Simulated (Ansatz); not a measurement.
# The In2Se2 bilayer (AB) between two gates, part 2 of 4

Wanted: Fermi level and gate voltage of the In2Se2 bilayer (AB) as it is charged.

Ansatz 0.2.0; plane-wave DFT, PBE-D3(BJ), Ansatz PAW.

So far. Step 2 (Relaxing the slab): The lattice constant a goes from 4.134 to 4.031 Å.

### Step 3. Gated layer, added electrons 0, start network

The slab is cut off from its images along the normal. A charged sheet stands for each gate, the layer takes the opposite charge, and a barrier ahead of the sheet keeps electrons from leaking to it. The uncharged case sets the zero; a dense mesh is needed because few carriers fill a small part of the zone.

The cell differs from the one that the last finished run ended in (c 57.786 → 57.109 Å).

File input.yaml:

```yaml
crystal:
  lattice:
    - [4.0311414389, 0.0, 0.0]
    - [-2.0155707195, 3.4910708923, 0.0]
    - [0.0, 0.0, 57.1085820111]
  atoms:
    - { symbol: Se, position: [0.3333333333, 0.6666666667, 0.3799779164] }
    - { symbol: In, position: [0.0, 0.0, 0.402607747] }
    - { symbol: In, position: [0.0, 0.0, 0.4515459967] }
    - { symbol: Se, position: [0.3333333333, 0.6666666667, 0.4740827079] }
    - { symbol: Se, position: [0.6666666667, 0.3333333333, 0.5258896921] }
    - { symbol: In, position: [0.3333333333, 0.6666666667, 0.5484547134] }
    - { symbol: In, position: [0.3333333333, 0.6666666667, 0.5973935408] }
    - { symbol: Se, position: [0.6666666667, 0.3333333333, 0.6200220836] }
  periodic: [true, true, false]
  symmetry: { detect: true }
kpoints:
  mp_grid: { grid: [30, 30, 1] }
  band_path:
    path: [[0, 0, 0], [0.5, 0, 0], [0.33333333, 0.33333333, 0], [0, 0, 0]]
    npoints: 16
hamiltonian:
  xc: pbe
  dispersion: d3bj
scf:
  occupations: { method: fermi_dirac, width: 0.05 }
  convergence: { dr2_threshold: 1.0e-10 }
output:
  forces: true
  eigenvalues: true
  dos: { projected: true, e_range: [-3, 3], de: 0.01 }
  write_potential: true
  write_density: true
  volumetric_format: npy
  elf: true
external_charges:
  - { charge: 0, barrier: 10, axis: 3, height: 38.409, sigma: 0.25 }
  - { charge: 0, barrier: 10, axis: 3, height: 18.7, sigma: 0.25 }
```

Run with:

```console
> ansatz run input.yaml --threads 4 --pin off --max-ram 12288MiB --backend cpu --events-out ev --progress --plain --runs-dir out
```

Numbers of over 12 decimals in the logs are rounded to 6 here.

Log:

```text
[...]
Crystal: 8 atoms, lattice volume = 803.689 Å³
Basis set: ecut = 420 eV, 15815 PW (Γ), exchange–correlation on 54×54×768 points (8 copies of the dense FFT grid, shifted against one another)
Bands: 70, of which v1, the nominal top of the filled ones, is band 58 counted from 1 (57 counted from 0)
Symmetry: 6 space group operations
[...]
k-points: 91 of 900 (time reversal used)
[...]
SCF iter   1: F=—  HF=-44273.872182 eV  |F-HF|=—  |Δ(HF+E_count)|=         —  Δρ=1.17e-3  dr2=8.00e-2  ethr=1.77e-3  ⟨swp⟩=14.0  Hψ=38827  notcnv=0  defer=129
[...]
SCF iter  14: F=-44273.865413 eV  HF=-44273.865413 eV  |F-HF|=1.80e-9  |Δ(HF+E_count)|=   4.34e-9  Δρ=6.98e-8  dr2=8.83e-11  ethr=1.00e-12  ⟨swp⟩=22.2  Hψ=56752  notcnv=0
SCF 1 converged in 14 iterations: F = -44273.865413 eV  dr2 = 8.83e-11
[...]
NSCF: frozen V_eff on 49 k-points
[...]
SCF converged after 14 iterations
Free energy (F): -44273.865413 eV
[...]
Internal energy: -44273.865412 eV  (E = F + TS)
E sigma→0 (E₀):  -44273.865412 eV
Entropy (-TS):   -0.000001 eV (-0.000 meV/atom)
Fermi energy:    -4.927988 eV
[...]
--- Forces (eV/Å), atoms and charges each counted from 1 ---
  atom   1  Se     0.00000000    -0.00000000     0.02852118
  atom   2  In    -0.00000000     0.00000000     0.00875882
  atom   3  In     0.00000000     0.00000000    -0.00215569
  atom   4  Se     0.00000000    -0.00000000    -0.00000361
  atom   5  Se     0.00000000    -0.00000000    -0.00057422
  atom   6  In     0.00000000     0.00000000     0.00259535
  atom   7  In    -0.00000000     0.00000000    -0.00867650
  atom   8  Se     0.00000000    -0.00000000    -0.02846425
  external charge   1     0.00000000     0.00000000     0.03381273
  external charge   2     0.00000000     0.00000000    -0.03381324
  max |Σ_I F_I| component, the external charges' with the atoms': 5.74e-7 eV/Å
--- Band table (eV; the first three rows and the last of 91) ---
  k-point 0: bands = [... 54 lower, -6.3235, -6.2694, -6.2694, -5.6038, -4.4930, -3.7873, -3.0759, -3.0032, ... 8 higher]
  k-point 1: bands = [... 54 lower, -6.3367, -6.2804, -6.2126, -5.5864, -4.4087, -3.7421, -3.0055, -2.9426, ... 8 higher]
  k-point 2: bands = [... 54 lower, -6.3751, -6.3127, -6.1528, -5.5564, -4.1995, -3.6250, -2.8165, -2.7765, ... 8 higher]
  k-point 90: bands = [... 54 lower, -7.3003, -7.1800, -6.9870, -6.8255, -3.4097, -3.3234, -2.8175, -2.7777, ... 8 higher]
```

The job ended after 5 min (4 threads of Arm Neoverse V1, shared host; peak memory 3.9 GiB; 20 min of CPU time).

Numbers from this step:

| Item | Value |
| --- | --- |
| gap along the path | 1.048 eV |
| smallest direct gap along the path | 1.111 eV |
| gap, the smaller of path and mesh | 1.048 eV |
| potential beyond the upper barrier and gate, less the barrier, from the Fermi level | 4.925 eV |

The electron's electrostatic potential energy less the Fermi level oscillates, so the rows of the table below give means over windows of 2 Å about each position, cut where the curve ends. Its maxima inside the range that stand out by 2 % of the span (Å: eV): 24.4: -1.86, 28.6: 1.31, 32.7: -1.86. Its minima: 22.5: -4.99, 26.3: -5.03, 30.8: -5.03, 34.7: -5.00.

Running mean over a fixed 2.5 Å (it still follows the layers) of the planar mean; beyond a gate it holds the 10 eV model barrier. The electron's electrostatic potential energy less the Fermi level by z; means over each step:

```csv
z (Å),electron's electrostatic potential energy less the Fermi level (eV)
6,14.9
8,14.9
10,14.9
12,14.9
14,14.9
16,14.9
18,12.4
20,4.35
22,-3.29
24,-2.61
26,-4.14
28,0.0638
30,-2.48
32,-3.04
34,-3.84
36,-0.237
38,8.09
40,14.4
42,14.9
44,14.9
46,14.9
48,14.9
50,14.9
52,14.9
```

The density of states has structure finer than the step of the table below, so its rows give means over 0.1 eV, whole bins alone (the curve runs from -3 to 2.43 eV). Peaks (eV: height): -2.92: 12.6, -2.37: 13.3, -2.25: 18.2, -2.20: 16.6, -1.80: 10.9, -1.12: 12.6, 1.71: 12.0.

Table of density of states by energy, zero at the Fermi level of the run, which the smearing sets inside the gap; means over each step:

```csv
energy (eV),density of states (states/eV a cell)
-2.9,10.6
-2.8,8.80
-2.7,8.06
-2.6,7.01
-2.5,9.44
-2.4,10.8
-2.3,10.2
-2.2,14.2
-2.1,6.38
-2.0,5.24
-1.9,8.07
-1.8,8.59
-1.7,6.72
-1.6,5.70
-1.5,4.83
-1.4,3.69
-1.3,2.89
-1.2,4.27
-1.1,5.30
-1.0,0.992
-0.9,0.988
-0.8,1.06
-0.7,1.43
-0.6,1.83
-0.5,0
-0.4,0
-0.3,0
-0.2,0
-0.1,0
0.0,0
0.1,0
0.2,0
0.3,0
0.4,0.00328
0.5,0.0907
0.6,0.111
0.7,0.130
0.8,0.143
0.9,0.163
1.0,0.184
1.1,0.724
1.2,2.32
1.3,2.73
1.4,3.01
1.5,4.67
1.6,8.03
1.7,10.5
1.8,10.1
1.9,8.96
2.0,6.94
2.1,8.41
2.2,4.03
2.3,2.03
```

Projected DOS per atom over height of the atomic layer and energy from the Fermi level. Layers: Se In In Se Se In In Se from below.

Ten even steps from '_' (0.00 states/eV) to '@' (2.43 states/eV), each cell a mean:
```
__....____....__
::====::::====::
==++++==--++++--
::==--::::====--
................
________________
________________
________________
________________
________________
________________
________________
______....______
________________
::....::::....::
::....::::....::
==....====....==
++::::++++::::++
##..::%%@@::..**
@@::..####..::@@
**....++++....**
##::..++++..::%%
```
Columns: height of the atomic layer (Å) from 21.7 to 35.4 (not evenly spaced); rows upwards: energy from the Fermi level (eV) from -2.98 to 2.42.

Electronic bands along the path, in eV, zero at the Fermi level of the run, which the smearing sets inside the gap:

```csv
point,band 55,band 56,band 57,band 58,band 59,band 60,band 61,band 62
Γ,-1.40,-1.34,-1.34,-0.68,0.43,1.14,1.85,1.92
halfway,-1.93,-1.82,-1.15,-0.91,1.64,1.79,1.92,2.15
M,-2.36,-2.23,-1.93,-1.81,1.09,1.17,1.49,1.62
halfway,-2.46,-2.27,-1.88,-1.83,1.57,1.68,1.81,1.99
K,-2.37,-2.25,-2.06,-1.90,1.52,1.60,2.11,2.15
halfway,-2.31,-2.24,-1.14,-1.02,1.96,2.10,2.33,2.40
Γ,-1.40,-1.34,-1.34,-0.68,0.43,1.14,1.85,1.92
```

Electrostatic potential energy in the ca plane at fractional y = 0.667, with atoms of Se and In within 0.2 Å of it. With pseudopotentials it is smooth inside the atoms' cores, unlike the true potential.

Ten even steps from '0' (-23 eV) to '9' (10 eV), each cell a mean:
```
99999999999987666666655444556554445566666655
99999999999987666666655434556544345666666655
99999999999987666666655444556554445566666655
99999999999987666666555555566655555556666665
99999999999987766653213555666665543124566666
99999999999987766630000356666666520000466665
99999999999987766510320156666666501320266665
99999999999987766510330156666666501320266665
99999999999987766630000356666666520000466665
99999999999987766653113556666665542113566666
99999999999987666665555555566655555556666665
```
Columns run along c (16.0 Å, from fractional 0.25 to 0.53 of the cell; values clipped at the 3rd and 97th percentile), rows up along a (4.0 Å). Atoms in or near the plane, at fractional coordinates: Se at (0.38, 0.33), Se at (0.47, 0.33).

ELF in the ca plane at fractional y = 0.667, with atoms of Se and In within 0.2 Å of it. It is the smooth field of the valence electrons, not physical close to the nuclei.

Values, 6 rows by 16 columns, each cell a mean:
```
0.00 0.00 0.00 0.00 0.00 0.01 0.07 0.19 0.21 0.28 0.40 0.23 0.21 0.13 0.12 0.64
0.00 0.00 0.00 0.00 0.00 0.02 0.17 0.33 0.26 0.27 0.36 0.23 0.30 0.26 0.11 0.59
0.00 0.00 0.00 0.00 0.01 0.23 0.69 0.76 0.61 0.20 0.12 0.31 0.71 0.75 0.24 0.23
0.00 0.00 0.00 0.00 0.03 0.41 0.84 0.47 0.66 0.21 0.03 0.41 0.55 0.65 0.48 0.08
0.00 0.00 0.00 0.00 0.02 0.38 0.82 0.59 0.67 0.20 0.04 0.39 0.63 0.71 0.43 0.09
0.00 0.00 0.00 0.00 0.01 0.16 0.57 0.71 0.52 0.21 0.19 0.28 0.63 0.67 0.16 0.33
```
Columns run along c (16.0 Å, from fractional 0.25 to 0.53 of the cell), rows up along a (4.0 Å). Atoms in or near the plane, at fractional coordinates: Se at (0.38, 0.33), Se at (0.47, 0.33).

Valence density in the ca plane at fractional y = 0.667, with atoms of Se and In within 0.2 Å of it. It is the smooth field of the valence electrons, not physical close to the nuclei.

Values in e/Å³, 6 rows by 16 columns, each cell a mean:
```
 0  0  0  0  0  0  0  0  0  0  0  0  0  0  0  0
 0  0  0  0  0  0  0  0  0  0  0  0  0  0  0  0
 0  0  0  0  0  0  0  1  0  0  0  0  1  1  0  0
 0  0  0  0  0  0  0 15  2  0  0  0  8  9  0  0
 0  0  0  0  0  0  0  8  1  0  0  0  4  5  0  0
 0  0  0  0  0  0  0  0  0  0  0  0  0  0  0  0
```
Columns run along c (16.0 Å, from fractional 0.25 to 0.53 of the cell), rows up along a (4.0 Å). Atoms in or near the plane, at fractional coordinates: Se at (0.38, 0.33), Se at (0.47, 0.33).

The gap, the smaller of path and mesh, is 1.048 eV.

### Step 4. Gated layer, added electrons 1×10¹³ per cm²

input.yaml: that of step 3 with these lines changed.

```diff
@@ -16,2 +16,3 @@
   symmetry: { detect: true }
+total_charge: -0.014074
 kpoints:
@@ -30,3 +31,2 @@
   eigenvalues: true
-  dos: { projected: true, e_range: [-3, 3], de: 0.01 }
   write_potential: true
@@ -34,5 +34,6 @@
   volumetric_format: npy
-  elf: true
 external_charges:
   - { charge: 0, barrier: 10, axis: 3, height: 38.409, sigma: 0.25 }
+  - { charge: 0.007037, axis: 3, height: 39.909, sigma: 0.42 }
   - { charge: 0, barrier: 10, axis: 3, height: 18.7, sigma: 0.25 }
+  - { charge: 0.007037, axis: 3, height: 17.2, sigma: 0.42 }
```

Log:

```text
[...]
Crystal: 8 atoms, lattice volume = 803.689 Å³
Basis set: ecut = 420 eV, 15815 PW (Γ), exchange–correlation on 54×54×768 points (8 copies of the dense FFT grid, shifted against one another)
Bands: 70, of which v1, the nominal top of the filled ones, is band 58 counted from 1 (57 counted from 0)
Symmetry: 6 space group operations
[...]
k-points: 91 of 900 (time reversal used)
[...]
SCF iter   1: F=—  HF=-44274.847199 eV  |F-HF|=—  |Δ(HF+E_count)|=         —  Δρ=1.61e-2  dr2=3.97e0  ethr=3.10e-3  ⟨swp⟩=14.0  Hψ=37875  notcnv=0  defer=57
[...]
SCF iter  17: F=-44273.926022 eV  HF=-44273.926022 eV  |F-HF|=1.75e-10  |Δ(HF+E_count)|=  2.91e-10  Δρ=6.61e-8  dr2=6.98e-11  ethr=1.00e-12  ⟨swp⟩=22.9  Hψ=57060  notcnv=0
SCF 1 converged in 17 iterations: F = -44273.926022 eV  dr2 = 6.98e-11
[...]
SCF converged after 17 iterations
Free energy (F): -44273.926022 eV
[...]
Internal energy: -44273.925226 eV  (E = F + TS)
E sigma→0 (E₀):  -44273.925624 eV
Entropy (-TS):   -0.000795 eV (-0.099 meV/atom)
Fermi energy:    -4.048110 eV
[...]
--- Forces (eV/Å), atoms and charges each counted from 1 ---
  atom   1  Se     0.00000000    -0.00000000     0.02155023
  atom   2  In    -0.00000000     0.00000000     0.01338407
  atom   3  In    -0.00000000     0.00000000     0.00748588
  atom   4  Se     0.00000000    -0.00000000    -0.00526728
  atom   5  Se     0.00000000    -0.00000000     0.00598105
  atom   6  In     0.00000000     0.00000000    -0.00795497
  atom   7  In    -0.00000000     0.00000000    -0.01433991
  atom   8  Se    -0.00000000    -0.00000000    -0.02082696
  external charge   1     0.00000000     0.00000000     0.03528372
  external charge   2     0.00000000     0.00000000    -0.00031795
  external charge   3     0.00000000     0.00000000    -0.03529638
  external charge   4     0.00000000     0.00000000     0.00031795
  max |Σ_I F_I| component, the external charges' with the atoms': 5.58e-7 eV/Å
--- Band table (eV; the first three rows and the last of 91) ---
  k-point 0: bands = [... 54 lower, -6.0140, -5.9498, -5.9498, -5.2958, -4.1827, -3.4758, -2.7620, -2.6848, ... 8 higher]
  k-point 1: bands = [... 54 lower, -6.0272, -5.9607, -5.8969, -5.2777, -4.0979, -3.4304, -2.6915, -2.6244, ... 8 higher]
  k-point 2: bands = [... 54 lower, -6.0656, -5.9928, -5.8397, -5.2463, -3.8878, -3.3129, -2.5023, -2.4591, ... 8 higher]
  k-point 90: bands = [... 54 lower, -6.9910, -6.8690, -6.6703, -6.5106, -3.0963, -3.0076, -2.5051, -2.4632, ... 8 higher]
```

Elapsed: 5.7 min, on 4 threads; peak memory 3.6 GiB; 23 min of CPU time.

This step gave:

```yaml
energy_at_zero_smearing: -44273.9256 eV
potential_beyond_the_upper_barrier_and_gate_less_the_barrier_from_the_fermi_level: 4.043 eV
```

The electronic bands at the labelled points (eV, zero at the Fermi level):

```csv
point,band 55,band 56,band 57,band 58,band 59,band 60,band 61,band 62
Γ,-1.97,-1.90,-1.90,-1.25,-0.13,0.57,1.29,1.36
halfway,-2.50,-2.38,-1.72,-1.47,1.08,1.23,1.35,1.59
M,-2.93,-2.79,-2.50,-2.37,0.52,0.60,0.92,1.06
halfway,-3.03,-2.84,-2.44,-2.40,1.00,1.12,1.24,1.42
K,-2.94,-2.82,-2.62,-2.46,0.95,1.04,1.54,1.58
halfway,-2.88,-2.80,-1.71,-1.58,1.40,1.53,1.76,1.84
Γ,-1.97,-1.90,-1.90,-1.25,-0.13,0.57,1.29,1.36
```

Against the uncharged case this takes +0.88 V.

### Step 5. Gated layer, added electrons -1×10¹³ per cm²

input.yaml: that of step 4 with these lines changed.

```diff
@@ -16,3 +16,3 @@
   symmetry: { detect: true }
-total_charge: -0.014074
+total_charge: 0.014074
 kpoints:
@@ -36,4 +36,4 @@
   - { charge: 0, barrier: 10, axis: 3, height: 38.409, sigma: 0.25 }
-  - { charge: 0.007037, axis: 3, height: 39.909, sigma: 0.42 }
+  - { charge: -0.007037, axis: 3, height: 39.909, sigma: 0.42 }
   - { charge: 0, barrier: 10, axis: 3, height: 18.7, sigma: 0.25 }
-  - { charge: 0.007037, axis: 3, height: 17.2, sigma: 0.42 }
+  - { charge: -0.007037, axis: 3, height: 17.2, sigma: 0.42 }
```

Log:

```text
[...]
Crystal: 8 atoms, lattice volume = 803.689 Å³
Basis set: ecut = 420 eV, 15815 PW (Γ), exchange–correlation on 54×54×768 points (8 copies of the dense FFT grid, shifted against one another)
Bands: 70, of which v1, the nominal top of the filled ones, is band 58 counted from 1 (57 counted from 0)
Symmetry: 6 space group operations
[...]
k-points: 91 of 900 (time reversal used)
[...]
--- Band table (eV; the first three rows and the last of 91) ---
  k-point 0: bands = [... 54 lower, -6.6337, -6.5902, -6.5902, -5.9151, -4.8051, -4.1013, -3.3911, -3.3238, ... 8 higher]
  k-point 1: bands = [... 54 lower, -6.6469, -6.6013, -6.5314, -5.8984, -4.7213, -4.0562, -3.3207, -3.2629, ... 8 higher]
  k-point 2: bands = [... 54 lower, -6.6853, -6.6340, -6.4692, -5.8699, -4.5131, -3.9395, -3.1319, -3.0962, ... 8 higher]
  k-point 90: bands = [... 54 lower, -7.6106, -7.4955, -7.3052, -7.1448, -3.7277, -3.6407, -3.1342, -3.0937, ... 8 higher]
[key lines of the parts left out:]
SCF converged after 15 iterations
Free energy (F): -44273.787802 eV
Fermi energy:    -5.734552 eV
```

Elapsed: 5.3 min, on 4 threads; peak memory 3.6 GiB.

Electronic bands along the path, in eV, zero at the Fermi level:

```csv
point,band 55,band 56,band 57,band 58,band 59,band 60,band 61,band 62
Γ,-0.90,-0.86,-0.86,-0.18,0.93,1.63,2.34,2.41
halfway,-1.43,-1.33,-0.66,-0.42,2.13,2.28,2.41,2.64
M,-1.86,-1.74,-1.44,-1.32,1.57,1.66,1.99,2.11
halfway,-1.96,-1.78,-1.39,-1.34,2.06,2.17,2.30,2.48
K,-1.88,-1.76,-1.57,-1.41,2.01,2.09,2.60,2.64
halfway,-1.83,-1.75,-0.65,-0.53,2.45,2.59,2.82,2.89
Γ,-0.90,-0.86,-0.86,-0.18,0.93,1.63,2.34,2.41
```

Against the uncharged case this takes -0.81 V.

### Step 6. Gated layer, added electrons 3×10¹³ per cm²

input.yaml: that of step 5 with these lines changed.

```diff
@@ -16,3 +16,3 @@
   symmetry: { detect: true }
-total_charge: 0.014074
+total_charge: -0.04222
 kpoints:
@@ -36,4 +36,4 @@
   - { charge: 0, barrier: 10, axis: 3, height: 38.409, sigma: 0.25 }
-  - { charge: -0.007037, axis: 3, height: 39.909, sigma: 0.42 }
+  - { charge: 0.02111, axis: 3, height: 39.909, sigma: 0.42 }
   - { charge: 0, barrier: 10, axis: 3, height: 18.7, sigma: 0.25 }
-  - { charge: -0.007037, axis: 3, height: 17.2, sigma: 0.42 }
+  - { charge: 0.02111, axis: 3, height: 17.2, sigma: 0.42 }
```

Log:

```text
[...]
Crystal: 8 atoms, lattice volume = 803.689 Å³
Basis set: ecut = 420 eV, 15815 PW (Γ), exchange–correlation on 54×54×768 points (8 copies of the dense FFT grid, shifted against one another)
Bands: 70, of which v1, the nominal top of the filled ones, is band 58 counted from 1 (57 counted from 0)
Symmetry: 6 space group operations
[...]
k-points: 91 of 900 (time reversal used)
[...]
--- Band table (eV; the first three rows and the last of 91) ---
  k-point 0: bands = [... 54 lower, -5.3957, -5.3093, -5.3093, -4.6815, -3.5638, -2.8541, -2.1356, -2.0484, ... 8 higher]
  k-point 1: bands = [... 54 lower, -5.4088, -5.3201, -5.2660, -4.6618, -3.4781, -2.8085, -2.0650, -1.9886, ... 8 higher]
  k-point 2: bands = [... 54 lower, -5.4472, -5.3521, -5.2146, -4.6276, -3.2661, -2.6903, -1.8755, -1.8245, ... 8 higher]
  k-point 90: bands = [... 54 lower, -6.3743, -6.2461, -6.0392, -5.8812, -2.4699, -2.3783, -1.8807, -1.8363, ... 8 higher]
[key lines of the parts left out:]
SCF converged after 17 iterations
Free energy (F): -44274.029047 eV
Fermi energy:    -3.197488 eV
```

Wall time 5.5 min (4 threads); peak memory 3.5 GiB; 22 min of CPU time.

Against the uncharged case this takes +1.73 V.

### Step 7. Gated layer, added electrons -3×10¹³ per cm²

input.yaml: that of step 6 with these lines changed.

```diff
@@ -16,3 +16,3 @@
   symmetry: { detect: true }
-total_charge: -0.04222
+total_charge: 0.04222
 kpoints:
@@ -36,4 +36,4 @@
   - { charge: 0, barrier: 10, axis: 3, height: 38.409, sigma: 0.25 }
-  - { charge: 0.02111, axis: 3, height: 39.909, sigma: 0.42 }
+  - { charge: -0.02111, axis: 3, height: 39.909, sigma: 0.42 }
   - { charge: 0, barrier: 10, axis: 3, height: 18.7, sigma: 0.25 }
-  - { charge: 0.02111, axis: 3, height: 17.2, sigma: 0.42 }
+  - { charge: -0.02111, axis: 3, height: 17.2, sigma: 0.42 }
```

Log:

```text
[...]
Crystal: 8 atoms, lattice volume = 803.689 Å³
Basis set: ecut = 420 eV, 15815 PW (Γ), exchange–correlation on 54×54×768 points (8 copies of the dense FFT grid, shifted against one another)
Bands: 70, of which v1, the nominal top of the filled ones, is band 58 counted from 1 (57 counted from 0)
Symmetry: 6 space group operations
[...]
k-points: 91 of 900 (time reversal used)
[...]
--- Band table (eV; the first three rows and the last of 91) ---
  k-point 0: bands = [... 54 lower, -7.2562, -7.2289, -7.2289, -6.5403, -5.4317, -4.7317, -4.0235, -3.9667, ... 8 higher]
  k-point 1: bands = [... 54 lower, -7.2694, -7.2404, -7.1707, -6.5250, -5.3490, -4.6869, -3.9533, -3.9054, ... 8 higher]
  k-point 2: bands = [... 54 lower, -7.3079, -7.2742, -7.1041, -6.4993, -5.1428, -4.5710, -3.7647, -3.7373, ... 8 higher]
  k-point 90: bands = [... 54 lower, -8.2327, -8.1272, -7.9438, -7.7854, -4.3658, -4.2777, -3.7699, -3.7280, ... 8 higher]
[key lines of the parts left out:]
SCF converged after 14 iterations
Free energy (F): -44273.617699 eV
Fermi energy:    -6.429173 eV
```

It took 5.2 min on 4 threads; peak memory 3.6 GiB.

Electronic bands along the path, in eV, zero at the Fermi level:

```csv
point,band 55,band 56,band 57,band 58,band 59,band 60,band 61,band 62
Γ,-0.83,-0.80,-0.80,-0.11,1.00,1.70,2.41,2.46
halfway,-1.36,-1.28,-0.60,-0.36,2.19,2.34,2.48,2.69
M,-1.79,-1.69,-1.38,-1.26,1.63,1.72,2.05,2.17
halfway,-1.89,-1.72,-1.33,-1.29,2.11,2.23,2.36,2.54
K,-1.80,-1.70,-1.51,-1.36,2.06,2.15,2.66,2.70
halfway,-1.77,-1.69,-0.59,-0.47,2.51,2.65,2.87,2.95
Γ,-0.83,-0.80,-0.80,-0.11,1.00,1.70,2.41,2.46
```

Against the uncharged case this takes -1.50 V.

(Part 2 of 4 ends here.)

[Logs are printed without paths, hosts, clocks, repeated set-up lines and the standing remarks that a program may print on its own settings, such as how far it seeks lower states.]

[Hosts, paths, dates, database ids (printed as entryN), source tags and the programs' standing remarks are cut or masked in the printed files.]

[Maps of the electrostatic potential energy from Ansatz leave out the sawtooth potential of an applied field or a dipole correction, so their vacuum need not be flat; planar profiles and work functions include it.]
